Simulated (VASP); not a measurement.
Given:

```xyz
8
Lattice="4.2628 0.0000 0.0000 0.0000 4.2628 0.0000 0.0000 0.0000 27.2040" Properties=species:S:1:pos:R:3 pbc="T T T"
Br     0.0000     2.1314     9.0806
Br     0.0000     2.1314    15.1091
Br     2.1314     0.0000    12.0949
Br     2.1314     0.0000    18.1234
Na     2.1314     0.0000     9.0806
Na     0.0000     2.1314    12.0949
Na     2.1314     0.0000    15.1091
Na     0.0000     2.1314    18.1234
```

These are PBE GGA, VASP's PBE PAW potentials (set 64) (plane waves; VASP 6.6.1) values and carry that method's errors. Run with PREC = Normal, EDIFF = 1E-5, 400 eV cut-off, 5×5×1 Γ-centred mesh, Gaussian smearing of 0.050 eV, potentials Br Na_pv.

**Question.** The ions are relaxed. What does this cell relax into?

**Answer.** 
```xyz
8
Lattice="4.2628 0.0000 0.0000 0.0000 4.2628 0.0000 0.0000 0.0000 27.2040" Properties=species:S:1:pos:R:3 pbc="T T T"
Br     0.0000     2.1314     9.0105
Br     0.0000     2.1314    15.0862
Br     2.1314     0.0000    12.1178
Br     2.1314     0.0000    18.1935
Na     2.1314     0.0000     9.1624
Na     0.0000     2.1314    12.0581
Na     2.1314     0.0000    15.1459
Na     0.0000     2.1314    18.0416
```

**Question.** How much energy does the relaxation gain?

**Answer.** The energy (σ→0) changes by -3.1 meV/atom, in 7 ionic steps.

The cell is a thin slab with vacuum, built from NaBr (rock salt): (100) face.
